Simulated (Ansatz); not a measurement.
# BN (F-43m) in Ansatz: settings compared, part 2 of 2

Ansatz 0.2.0. Earlier steps stand in the parts before.

## Step 5: Born charges and dielectric tensor, PBEsol

Contents of input.yaml:

```yaml
crystal:
  lattice:
    - [0.0, 1.813001, 1.813001]
    - [1.813001, 0.0, 1.813001]
    - [1.813001, 1.813001, 0.0]
  atoms:
    - { symbol: "N", position: [0.25, 0.25, 0.25] }
    - { symbol: B, position: [0.0, 0.0, 0.0] }
hamiltonian:
  xc: pbesol
  pseudopotentials: { kind: paw }
kpoints:
  mp_grid: { grid: [13, 13, 13] }
scf:
  occupations: { method: fixed }
output:
  eigenvalues: true
dielectric:
  method: response
```

Potentials or basis: Ansatz PAW.

On the command line:

```console
> ansatz run input.yaml --threads 2 --pin off --max-ram 5632MiB --backend cpu --events-out ev --progress --plain --runs-dir out
```

What it wrote:

```text
Warning: RAYON_NUM_THREADS=2 ignored (pool sized by the plan → 2); use --threads N
Engine: ansatz 0.2.0, x86_64-unknown-linux-gnu
Pseudopotentials: kind: paw
Pseudopotential: N, paw, valence charge 5, recommended cutoff 420 eV (normal), N.paw.azcp
Pseudopotential: B, paw, valence charge 3, recommended cutoff 420 eV (normal), B.paw.azcp
Functional definition: PBEsol
  exchange = pbesol_x
  correlation = pbesol_c
Crystal: 2 atoms, lattice volume = 11.919 Å³
Basis set: ecut = 420 eV, 259 PW (Γ), exchange–correlation on 36×36×36 points (8 copies of the dense FFT grid, shifted against one another)
Bands: 8, of which v1, the nominal top of the filled ones, is band 4 counted from 1 (3 counted from 0)
Symmetry: 24 space group operations
k-points: 343 of 2197 (irreducible under 4 space group operations, time reversal used)
Non-local potential: N, projectors of the file, l = 0: 2, l = 1: 2, l = 2: 1
Non-local potential: B, projectors of the file, l = 0: 2, l = 1: 2, l = 2: 1
PAW form: soft (Blöchl's): semilocal exchange-correlation on the pseudo side does not see the compensation charge
PAW frozen core: N, regenerated for the run's functional, and the local potential with it (the file was generated under x = pbe(κ = 0.804, μ = 0.2195149727645171), c = pbe(β = 0.06672455060314922))
PAW frozen core: B, regenerated for the run's functional, and the local potential with it (the file was generated under x = pbe(κ = 0.804, μ = 0.2195149727645171), c = pbe(β = 0.06672455060314922))
[... 41 lines left out ...]
  k-point 1: bands = ["-9.0168", "10.2012", "10.8338", "10.8338", "19.8756", "19.9494", "19.9494", "21.5884"]
  k-point 2: bands = ["-8.5897", "8.3388", "10.4466", "10.4466", "20.1341", "20.5134", "20.5134", "22.7976"]
  k-point 342: bands = ["-4.9630", "3.0646", "4.9781", "8.1893", "20.4970", "22.4260", "24.9240", "25.7730"]
--- Dielectric response (ions clamped): 1 representative field direction + reference, on 343 of 2197 k-points (Σ response iterations 6) ---
  k mesh reduced under 4 symmetry operations, with k and −k counted as one. Each operation leaves every solved perturbation unchanged. A smaller set is not considered because the run solves the response to a homogeneous field
  ε∞ (high-frequency dielectric tensor):
        4.649181     0.000000     0.000000
       -0.000000     4.649181    -0.000000
        0.000000     0.000000     4.649181
  Born effective charges Z* (e; rows j = field, columns β = displacement):
    site 0:
        -1.91037    0.00000   -0.00000
        -0.00000   -1.91037   -0.00000
        -0.00000    0.00000   -1.91037
    site 1:
         1.91037   -0.00000    0.00000
         0.00000    1.91037    0.00000
         0.00000   -0.00000    1.91037
  Z* charge neutrality: 4.612e-6 e pre-enforcement
  k-mesh period / interband length: 33.3 Å / 1.32 Å = 25.33 at k = (0.0000, 0.0000, 0.0000), direct gap 8.727 eV — 14 or more, which is no proof of convergence
```

It took 6.8 s on 2 threads of Intel Xeon at 2.70GHz, shared host; peak memory 0.38 GiB.

Results:

| Property | Result |
| --- | --- |
| Free energy | -533.8326 eV |
| Band gap on the k mesh | 4.35 eV, indirect (least direct gap 8.73 eV) |
| Electronic dielectric tensor (diagonal) | 4.65 |
| Born charges (mean of the diagonal) | N -1.91; B +1.91 e |

Electronic dielectric tensor:
```
4.65 0.00 0.00
0.00 4.65 0.00
0.00 0.00 4.65
```

Born effective charge tensors (e):
atom 1, N
```
-1.91  0.00  0.00
 0.00 -1.91  0.00
 0.00  0.00 -1.91
```
atom 2, B
```
1.91 0.00 0.00
0.00 1.91 0.00
0.00 0.00 1.91
```

Caveat: odd divisions of the mesh miss points on the zone boundary, where band edges often lie, so the gap on the mesh can be too wide; the PAW data sets come from PBE, with cores solved anew for the run's functional, which leaves a small shift of forces and pressure.

## Step 6: Band structure, LDA, non-collinear spin, ferromagnetic start

Contents of input.yaml:

```yaml
crystal:
  lattice:
    - [0.0, 1.813001, 1.813001]
    - [1.813001, 0.0, 1.813001]
    - [1.813001, 1.813001, 0.0]
  atoms:
    - { symbol: "N", position: [0.25, 0.25, 0.25], spin: 0.5, spin_axis: [0.0, 0.0, 0.5] }
    - { symbol: B, position: [0.0, 0.0, 0.0] }
hamiltonian:
  xc: lda
  pseudopotentials: { kind: paw }
magnetization:
  noncollinear: true
  spin_orbit: false
kpoints:
  mp_grid: { grid: [10, 10, 10] }
  band_path:
    path:
      - [[0.0, 0.0, 0.0], [0.5, 0.0, 0.5], [0.5, 0.25, 0.75], [0.375, 0.375, 0.75], [0.0, 0.0, 0.0], [0.5, 0.5, 0.5], [0.625, 0.25, 0.625], [0.5, 0.25, 0.75], [0.5, 0.5, 0.5], [0.375, 0.375, 0.75]]
      - [[0.625, 0.25, 0.625], [0.5, 0.0, 0.5]]
    npoints: 14
scf:
  occupations: { method: gaussian, width: 0.1 }
  n_extra_bands: 6
output:
  forces: true
  stress: true
  eigenvalues: true
  fatbands: false
  write_density: true
  write_potential: true
  elf: true
  volumetric_format: npy
```

Potentials or basis: Ansatz PAW.

On the command line:

```console
> ansatz run input.yaml --threads 2 --pin off --max-ram 5632MiB --backend cpu --events-out ev --progress --plain --runs-dir out
```

What it wrote:

```text
Warning: RAYON_NUM_THREADS=2 ignored (pool sized by the plan → 2); use --threads N
scf.n_extra_bands = 6 over 8 filled bands (N_el = 8.0): the run solves 14 bands
[... 4 set-up lines as earlier in the session ...]
Functional definition: SPW92
  exchange = slater_x
  correlation = pw_c
this run first makes a single point of its starting geometry on two collinear spin channels, or without spin where it has no moments, for its own SCFs to start from. `scf.lower_state_search: off` leaves that single point out
Crystal: 2 atoms, lattice volume = 11.919 Å³
Basis set: ecut = 420 eV, 259 PW (Γ)
Bands: 9, of which v1, the nominal top of the filled ones, is band 4 counted from 1 (3 counted from 0)
[... 2 set-up lines as earlier in the session ...]
Magnetic group: BNS 216.74 (UNI 1576), of the structure as read, at distance tolerance 2.3e-5 Å
[... 65 lines left out ...]
  E_paw        = -191.279203  (= ΣΔE_a)
  E_vpaw       = -23.888506  (= ΣTr[D̂ρ^β])
  E_aug_tail   = 0.000098  (compensation charges beyond the density's cutoff)
  E_ewald      = -357.297240
  E_core_change = 0.125878  (= ΣΔE_core)
  E_smearing   = -0.000000  (= −TS)
  E_closure    = 0.000000  (closes the sum)
  Σ components = -526.448503   (vs F -526.448503, Δ=0.00e0)
--- Forces (eV/Å), atoms counted from 1 ---
  atom   1  N     -0.00000000    -0.00000000     0.00000000
  atom   2  B      0.00000000    -0.00000000     0.00000000
  max |Σ_I F_I| component: 6.34e-16 eV/Å
--- Stress (GPa, compression-positive) ---
      -14.196606      -0.000000      -0.000000
       -0.000000     -14.196606       0.000000
       -0.000000       0.000000     -14.196606
  P = ⅓ Tr σ = -14.1966 GPa (-141.966 kbar)
--- Band table (eV; the first three rows and the last of 47) ---
  k-point 0: bands = ["-9.1943", "-9.1943", "10.7769", "10.7769", "10.7769", "10.7769", "10.7769", "10.7769", "19.4307", "19.4307", "19.4307", "19.4307", "19.4307", "19.4307"]
  k-point 1: bands = ["-8.9520", "-8.9520", "9.5271", "9.5271", "10.5246", "10.5246", "10.5246", "10.5246", "19.7118", "19.7118", "19.8101", "19.8101", "19.8101", "19.8101"]
  k-point 2: bands = ["-8.2380", "-8.2380", "6.8420", "6.8420", "9.9568", "9.9568", "9.9568", "9.9568", "20.1153", "20.1153", "20.5955", "20.5955", "20.5955", "20.5955"]
  k-point 46: bands = ["-3.2997", "-3.2997", "2.9694", "2.9694", "4.2259", "4.2259", "4.4165", "4.4165", "19.3673", "19.3673", "23.6046", "23.6046", "24.6737", "24.6737"]
```

bands.tsv:

```text
[... 163 lines left out ...]
```

Run time: 3.8 s. Hardware: 2 threads of Intel Xeon at 2.70GHz, shared host; peak memory 0.3 GiB.

Results:

| Item | Value |
| --- | --- |
| Free energy | -526.4485 eV |
| Pressure | -14.2 GPa |
| Band gap on the k mesh | 4.35 eV, indirect (least direct gap 8.65 eV) |
| Band gap along the path | 4.35 eV, indirect (least direct gap 8.65 eV) |
| Net moment | 0.00 μB per cell |
| Absolute moment | 0.00 μB per cell |

Levels at the corners of the path, in eV from the valence-band top:
```csv
point,band 5,band 6,band 7,band 8,band 9,band 10,band 11,band 12
Γ,0.00,0.00,0.00,0.00,8.65,8.65,8.65,8.65
X,-4.88,-4.88,-4.88,-4.88,4.35,4.35,9.12,9.12
W,-6.95,-6.95,-6.49,-6.49,9.40,9.40,13.11,13.11
K,-7.65,-7.65,-4.06,-4.06,6.78,6.78,12.70,12.70
Γ,0.00,0.00,0.00,0.00,8.65,8.65,8.65,8.65
L,-1.93,-1.93,-1.93,-1.93,10.08,10.08,10.53,10.53
U,-7.65,-7.65,-4.06,-4.06,6.78,6.78,12.70,12.70
W,-6.95,-6.95,-6.49,-6.49,9.40,9.40,13.11,13.11
L,-1.93,-1.93,-1.93,-1.93,10.08,10.08,10.53,10.53
K,-7.65,-7.65,-4.06,-4.06,6.78,6.78,12.70,12.70
U,-7.65,-7.65,-4.06,-4.06,6.78,6.78,12.70,12.70
X,-4.88,-4.88,-4.88,-4.88,4.35,4.35,9.12,9.12
```

Moments on the atoms (μB; x, y, z):
```
N   0.00 0.00 0.00
B   0.00 0.00 0.00
```

Caveat: the pressure holds a Pulay correction of +1.3 GPa for the finite cutoff; the PAW data sets come from PBE, with cores solved anew for the run's functional, which leaves a small shift of forces and pressure; the starting moments weren't kept.

## Step 7: The runs side by side

```csv
task,level,spin,k mesh,cutoff (eV),smearing,atoms under strain,points for each segment of the path,mesh quality,gap on the mesh (eV),pressure (GPa)
elastic constants,PBE,off,10 × 10 × 10,420,fixed,clamped,-,not flagged,4.46,-0.4
Born charges and dielectric tensor,PBE,off,13 × 13 × 13,420,fixed,-,-,not flagged,4.54,-
electric field gradients,r2SCAN0+D3(BJ),off,7 × 7 × 7,500,fermi-dirac 0.02 eV,-,-,coarse,7.14,-14.8
Born charges and dielectric tensor,PBEsol,off,13 × 13 × 13,420,fixed,-,-,not flagged,4.35,-
band structure,LDA,"non-collinear, ferromagnetic start",10 × 10 × 10,420,gaussian 0.1 eV,-,14,not flagged,4.35,-14.2
```

Alike in all rows: potentials or basis Ansatz PAW; cell as given.

Caveats: some runs use coarse meshes; odd divisions of the mesh miss points on the zone boundary, where band edges often lie, so the gap on the mesh can be too wide (some runs); the PAW data sets come from PBE, with cores solved anew for the run's functional, which leaves a small shift of forces and pressure (some runs); the dispersion damping was fitted for another functional or another form of the correction (some runs); the thresholds are loose for stress (some runs); the starting moments weren't kept (some runs).

Absolute energies hang on the potentials; compare differences alone.

## Step 8: Comparison with measurements

Step 2. Measured gap of BN: 6.4 eV (indirect; 300 K; a printed reference work, monograph). This calculation gives 4.46 eV (-1.94 eV). The value is that of PBE on a finite k mesh, which can miss the band edges, without temperature or zero-point motion. Semilocal functionals fall short of measured gaps as a rule. The cell is a database's relaxed one, not the measured one, which moves gaps too.

Step 3. The gap isn't set beside the measured one, since this odd mesh misses points on the zone boundary.

Step 5. The gap isn't set beside the measured one, since this odd mesh misses points on the zone boundary.

Step 6. Measured gap of BN: 6.4 eV (indirect; 300 K; a printed reference work, monograph). This calculation gives 4.35 eV (-2.05 eV). The value is that of LDA, without temperature or zero-point motion. Semilocal functionals fall short of measured gaps as a rule. The cell is a database's relaxed one, not the measured one, which moves gaps too.
